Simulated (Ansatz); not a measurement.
HgTe: equation of state with PBE

The system is HgTe.

```
CELL_PARAMETERS angstrom
-3.04560 3.04560 1.55941
3.04560 -3.04560 1.55941
3.04560 3.04560 -1.55941
ATOMIC_POSITIONS crystal
Hg 0.75000 0.25000 0.50000
Te 0.00000 0.00000 0.00000
```

Measurements of this composition are mostly on another form, of space group No. 216.

```json
{"Program": "Ansatz 0.2.0", "Task": "equation of state", "Functional": "PBE", "Potentials or basis": "Ansatz PAW", "Cutoff": "420 eV", "Density cutoff": "1680 eV", "k mesh": "10 × 10 × 10", "Occupations": "fermi-dirac, width 0.05 eV", "Spin": "no spin polarisation"}
```

```yaml
Equilibrium_volume: 28.91 Å³/atom
Bulk_modulus_at_fixed_shape_and_positions: 41 GPa
Pressure_derivative_of_the_bulk_modulus: 5.4
```

Energy against volume, from the lowest point:
| volume (Å³/atom) | energy (meV/atom) |
| --- | --- |
| 27.193 | 15.00 |
| 27.772 | 6.30 |
| 28.351 | 1.45 |
| 28.929 | 0.00 |
| 29.508 | 1.54 |
| 30.086 | 5.70 |
| 30.665 | 12.18 |

All runs of the series together: 19 s on 2 threads of Intel(R) Xeon(R) 6975P-C (Granite Rapids), on a shared host.

Caveat: the cell was scaled at fixed shape and fractional positions, which overstates the stiffness of a crystal with free parameters, most of all of layers and chains. The run has no spin-orbit coupling, so splittings on Hg, Te are missing.
